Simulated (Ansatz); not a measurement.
Telling isomers of C4H2O3 apart by their spectra

These gas-phase data were calculated for one isomer of C4H2O3 at r2SCAN-D4/def2-SVP (harmonic, unscaled wavenumbers; equilibrium rotational constants with average atomic masses):

```
rotational constants            : 9.839, 1.074, 1.005 GHz
all wavenumbers above 1500 cm⁻¹ : 3733, 2914, 2286, 1826, 1777
```

Candidates:

(1) `O=C1C=CC(=O)O1`, a singlet
(2) `O=CC#CC(=O)O`, a singlet

Which structure fits?

Candidate (2). The band at 3733 cm⁻¹ lies where the O–H stretch is expected; (1) has no mode between 3300 and 4000 cm⁻¹.

The same quantities for all candidates:

|  | rotational constants (GHz) | wavenumbers above 1500 cm⁻¹ | E above the lowest, r2SCAN-D4/def2-SVP (kcal/mol) |
| --- | --- | --- | --- |
| (1) | 6.849, 2.457, 1.808 | 3260, 3239, 1932, 1874, 1654 | 0.0 |
| (2) | 9.839, 1.074, 1.005 | 3733, 2914, 2286, 1826, 1777 | 50.5 |

Harmonic stretches to hydrogen usually lie a few per cent above observed fundamentals. Each candidate is one conformer. Programs: Ansatz 0.2.0.
